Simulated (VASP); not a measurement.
Crystal: TiO2 (Anatase).

```
Ti O
1.0
    -1.89210    1.89210    4.75730
     1.89210   -1.89210    4.75730
     1.89210    1.89210   -4.75730
Ti O
2 4
Direct
  0.00000 0.00000 0.00000
  0.75000 0.25000 0.50000
  0.20810 0.20810 0.00000
  0.95810 0.45810 0.50000
  0.54190 0.04190 0.50000
  0.79190 0.79190 0.00000
```

- Program: VASP 6.6.1
- Task: relaxation of cell and atoms
- Functional: PBE
- Potentials or basis: VASP PAW PBE potentials, release 64 (Ti_sv, O)
- Cutoff: 600 eV
- k mesh: 10 × 10 × 10
- Occupations: gaussian, width 0.03 eV
- Spin: no spin polarisation

At the start: pressure 5.7 GPa; volume 11.35 Å³/atom.

Q: How do energy, volume and symmetry change on relaxing?

A: Over 10 steps the energy falls by 5.7 meV/atom and the volume is 11.69 Å³/atom (+3.0 %); space group I4_1/amd (No. 141, to 0.05 Å).

The path:
```csv
step,energy change (eV),largest force (eV/Å),pressure (GPa),volume (Å³)
1,0.0000,0.1231,5.69,68.13
2,0.0193,0.3205,-6.32,72.18
3,-0.0307,0.0862,0.04,69.86
4,-0.0307,0.0821,0.11,69.83
5,-0.0317,0.0438,0.12,69.91
6,-0.0323,0.0071,0.05,70.01
7,-0.0330,0.0001,-0.08,70.08
8,-0.0339,0.0215,-0.45,70.27
9,-0.0341,0.0026,0.30,70.06
10,-0.0342,0.0066,0.03,70.14
```

Final structure:
```
Ti O
1.0
    -1.90085    1.90085    4.85288
     1.90085   -1.90085    4.85288
     1.90085    1.90085   -4.85288
Ti O
2 4
Direct
  0.00000 0.00000 0.00000
  0.75000 0.25000 0.50000
  0.20657 0.20657 0.00000
  0.95657 0.45657 0.50000
  0.54343 0.04343 0.50000
  0.79343 0.79343 0.00000
```
